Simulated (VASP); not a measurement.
Set up this calculation in VASP 6.6.1, as the native input.

```yaml
Task: relaxation of the atoms
Functional: PBE
Dispersion: D3(BJ)
Potentials_or_basis: VASP PAW PBE potentials, release 64 (Pb_d, Se)
Cutoff: 600 eV
k_mesh: 8 × 8 × 8
Occupations: gaussian, width 0.03 eV
Spin: no spin polarisation
Further_INCAR_settings: ALGO = Normal; EDIFF = 1e-07; IBRION = 2; EDIFFG = -0.01; NSW = 40
```

The structure of PbSe (Clausthalite) lies in POSCAR:

```
PbSe                                    
1.0
    0.0000000000      3.0466418270      3.0466418270
    3.0466418270      0.0000000000      3.0466418270
    3.0466418270      3.0466418270      0.0000000000
  Pb              Se            
     1     1
Direct
     0.0000000000000000    0.0000000000000000    0.0000000000000000
     0.5000000000000000    0.5000000000000000    0.5000000000000000
```

The cell isn't the ideal one: a relaxed cell with its volume scaled by 0.98.

These files were run (other wordings do the same):

INCAR

```
SYSTEM = PbSe
  PREC = Accurate
  ENCUT = 600
  EDIFF = 1E-7
  ISMEAR = 0
  SIGMA = 0.03
  LREAL = .FALSE.
  LASPH = .TRUE.
  NELM = 80
  ALGO = Normal
  ISIF = 2
  LWAVE = .FALSE.
  LCHARG = .FALSE.
  GGA = PE
  IVDW = 12
  IBRION = 2
  NSW = 40
  EDIFFG = -0.01
```

KPOINTS

```
Automatic mesh
0
G
  8 8 8
  0 0 0
```

Potentials or basis: VASP PAW PBE potentials, release 64 (Pb_d, Se).

Command:

```bash
$ cat potpaw_PBE.64/Pb_d/POTCAR potpaw_PBE.64/Se/POTCAR > POTCAR
$ mpirun -np 1 vasp_std > vasp.out
```

Results of the run:

```yaml
Pressure_after_relaxing: 1.1 GPa
Band_gap_on_the_k_mesh: 0.24 eV, direct
Dispersion_energy_per_atom: -0.374 eV
```

Caveat: the relaxation stopped at its first step, so nothing moved; spin-orbit coupling is left out, which as a rule narrows the gap of such compounds by several tenths of an eV.

Wall time 12 s on 1 thread of Intel(R) Xeon(R) 6975P-C (Granite Rapids) (shared host), peak memory 0.22 GiB.
